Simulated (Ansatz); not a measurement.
CdS (started from an entry of an open crystallographic database) at its r2SCAN geometry, run in Ansatz 0.2.0 at 3 levels of theory. Calculated for a static, non-magnetic cell.

The PBE+SOC input:
```yaml
crystal:
  lattice:
    - [4.1646212874, 0.0, 0.0]
    - [-2.0823106437, 3.606667832, 0.0]
    - [0.0, 0.0, 6.7659752894]
  atoms:
    - { symbol: Cd, position: [0.3333333333, 0.6666666667, -0.0009650946] }
    - { symbol: Cd, position: [0.6666666667, 0.3333333333, 0.4990349054] }
    - { symbol: S, position: [0.3333333333, 0.6666666667, 0.3759650946] }
    - { symbol: S, position: [0.6666666667, 0.3333333333, 0.8759650946] }
kpoints:
  mp_grid: { grid: [12, 12, 4] }
  band_path:
    path:
      - [0.0, 0.0, 0.0]
      - [0.5, 0.0, 0.0]
      - [0.3333333333, 0.3333333333, 0.0]
      - [0.0, 0.0, 0.5]
      - [0.5, 0.0, 0.5]
      - [0.3333333333, 0.3333333333, 0.5]
    npoints: 1
hamiltonian:
  xc: pbe
scf:
  occupations: { method: fermi_dirac, width: 0.02 }
  n_extra_bands: 10
magnetization:
  noncollinear: true
  spin_orbit: true
output:
  forces: true
  stress: true
  eigenvalues: true
  write_density: true
  write_potential: true
  elf: true
  volumetric_format: npy
```

Main results, then, where recorded, the levels near the gap in eV from the Fermi energy (columns number the bands from 0), one row a point of the path (Γ, M, K, A, L, H):
```
Crystal: 4 atoms, lattice volume = 101.628 Å³
Symmetry: 12 space group operations + 12 with time reversal
Magnetic group: BNS 186.204 (UNI 1434)
```
```
Basis set: ecut = 420 eV, 1985 PW (Γ)
k-points: 57 of 576 (time reversal used)
SCF 1 converged in 8 iterations: F = -18321.039949 eV  dr2 = 6.84e-8
Free energy (F): -18321.039949 eV
Fermi energy:    7.174543 eV
--- Forces (eV/Å), atoms counted from 1 ---
  atom   1  Cd      0.00000      0.00000      0.00075
  atom   2  Cd      0.00000      0.00000      0.00075
  atom   3  S       0.00000      0.00000    -0.00077
  atom   4  S       0.00000      0.00000    -0.00077
--- Stress (GPa, compression-positive) ---
        1.293958       0.000000       0.000000
        0.000000       1.293958       0.000000
        0.000000       0.000000       1.376513
  P = ⅓ Tr σ = 1.3215 GPa (13.215 kbar)
```
```tsv
band_42	band_43	band_44	band_45	band_46	band_47	band_48	band_49	band_50	band_51	band_52	band_53	band_54	band_55	band_56	band_57
-1.349	-1.349	-1.309	-1.309	-0.652	-0.652	-0.600	-0.600	-0.586	-0.586	0.572	0.572	2.159	2.159	5.646	5.646
-4.034	-4.034	-3.148	-3.148	-2.408	-2.408	-1.836	-1.836	-1.328	-1.328	3.075	3.075	3.281	3.281	4.516	4.516
-4.183	-4.183	-3.583	-3.583	-2.424	-2.370	-2.370	-2.339	-2.180	-2.180	4.106	4.106	4.393	4.426	4.439	4.439
-3.005	-3.005	-0.996	-0.996	-0.996	-0.996	-0.958	-0.958	-0.958	-0.958	2.207	2.207	2.207	2.207	5.522	5.522
-4.623	-4.623	-1.906	-1.906	-1.906	-1.906	-1.866	-1.866	-1.866	-1.866	2.878	2.878	2.878	2.878	4.761	4.761
-4.500	-4.500	-2.963	-2.963	-2.918	-2.918	-1.676	-1.676	-1.666	-1.666	3.741	3.741	3.785	3.785	5.470	5.470
```

PBE+SOC gives a direct gap of 1.16 eV at Γ.

**Question.** Another run on the same cell gave
```
Basis set: ecut = 420 eV, 1985 PW (Γ)
k-points: 21 of 144 (time reversal used)
SCF 1 stopped early in 2 iterations: F = -18315.646635 eV  dr2 = 2.33e-5
SCF 2 stopped early in 6 iterations: F = -18320.795349 eV  dr2 = 7.98e-7
hybrid outer 1: dexx = +7.374e-3 eV, tail = 1.16e-5 eV
SCF 3 converged in 4 iterations: F = -18320.795395 eV  dr2 = 2.80e-9
hybrid outer 2: dexx = +9.797e-8 eV, tail = 1.11e-8 eV, Δε = 1.28e-3 eV, ΔF = 1.84e-4 eV/Å
Free energy (F): -18320.795396 eV
Fermi energy:    5.917141 eV
--- Forces (eV/Å), atoms counted from 1 ---
  atom   1  Cd      0.00000      0.00000    -0.00037
  atom   2  Cd      0.00000      0.00000    -0.00037
  atom   3  S       0.00000      0.00000      0.00036
  atom   4  S       0.00000      0.00000      0.00036
--- Stress (GPa, compression-positive) ---
        0.477372       0.000000       0.000000
        0.000000       0.477372       0.000000
        0.000000       0.000000       0.499412
  P = ⅓ Tr σ = 0.4847 GPa (4.847 kbar)
```
```tsv
band_21	band_22	band_23	band_24	band_25	band_26	band_27	band_28
-0.776	-0.776	-0.034	0.000	0.000	2.249	3.921	7.700
-3.614	-2.701	-1.916	-1.314	-0.776	4.882	5.024	6.225
-3.766	-3.166	-1.891	-1.891	-1.693	5.767	6.360	6.360
-2.526	-0.403	-0.403	-0.403	-0.403	3.960	3.960	7.366
-4.255	-1.378	-1.378	-1.349	-1.349	4.611	4.611	6.562
-4.120	-2.491	-2.491	-1.135	-1.135	5.586	5.586	7.246
```
Which level of theory and mesh gave it?

**Answer.** It is DDH-PBE0, judged by the exchange loop and the size of the gap (a near hybrid could fit too), on 6×6×4; the blocks that differ from the first input, but for the band path:
```yaml
crystal:
  host: atoms
kpoints:
  mp_grid: { grid: [6, 6, 4] }
hamiltonian:
  xc:
    exchange: pbe
    correlation: pbe
    exx: { coeff: inverse_dielectric }
scf:
  occupations: { method: fixed }
  n_extra_bands: 5
```
(magnetization left out)
With DDH-PBE0 the gap is 2.25 eV and direct, at Γ. The mean stress, +0.5 GPa, is small, and the program warns that its thresholds are loose for a hybrid's stress.

**Question.** In the first input these blocks are replaced (the band path and keys that only write files left aside):
```yaml
kpoints:
  mp_grid: { grid: [6, 6, 4] }
hamiltonian:
  xc: pbe0
scf:
  occupations: { method: fixed }
  n_extra_bands: 5
```
(magnetization left out)
What comes out?

**Answer.**
```
Basis set: ecut = 420 eV, 1985 PW (Γ)
k-points: 21 of 144 (time reversal used)
SCF 1 stopped early in 2 iterations: F = -18315.645293 eV  dr2 = 2.23e-5
SCF 2 stopped early in 6 iterations: F = -18323.478718 eV  dr2 = 4.18e-6
hybrid outer 1: dexx = +2.444e-2 eV, tail = 6.25e-5 eV
SCF 3 converged in 5 iterations: F = -18323.478888 eV  dr2 = 2.04e-9
hybrid outer 2: dexx = +1.053e-6 eV, tail = 6.29e-8 eV, Δε = 3.20e-3 eV, ΔF = 3.11e-4 eV/Å
Free energy (F): -18323.478888 eV
Fermi energy:    5.568367 eV
--- Forces (eV/Å), atoms counted from 1 ---
  atom   1  Cd      0.00000      0.00000    -0.00149
  atom   2  Cd      0.00000      0.00000    -0.00149
  atom   3  S       0.00000      0.00000      0.00151
  atom   4  S       0.00000      0.00000      0.00151
--- Stress (GPa, compression-positive) ---
        0.066774       0.000000       0.000000
        0.000000       0.066774       0.000000
        0.000000       0.000000       0.067018
  P = ⅓ Tr σ = 0.0669 GPa (0.669 kbar)
```
```tsv
band_21	band_22	band_23	band_24	band_25	band_26	band_27	band_28
-0.798	-0.798	-0.033	0.000	0.000	2.833	4.537	8.347
-3.695	-2.773	-1.967	-1.350	-0.798	5.517	5.622	6.801
-3.842	-3.252	-1.944	-1.944	-1.744	6.320	7.059	7.059
-2.579	-0.414	-0.414	-0.414	-0.414	4.572	4.572	8.002
-4.361	-1.416	-1.416	-1.383	-1.383	5.206	5.206	7.190
-4.214	-2.562	-2.562	-1.165	-1.165	6.225	6.225	7.835
```
The PBE0 gap is direct at Γ: 2.83 eV. The mean stress, +0.1 GPa, is small, and the program warns that its thresholds are loose for a hybrid's stress.

Small level splittings and stresses of the hybrids carry the error of their coarser meshes.

Totals of different functionals, or with and without spin-orbit coupling, can't be compared.

Only the levels marked +SOC include spin-orbit coupling.

The meshes of the hybrids are coarse, so their gaps aren't converged to the digits shown.
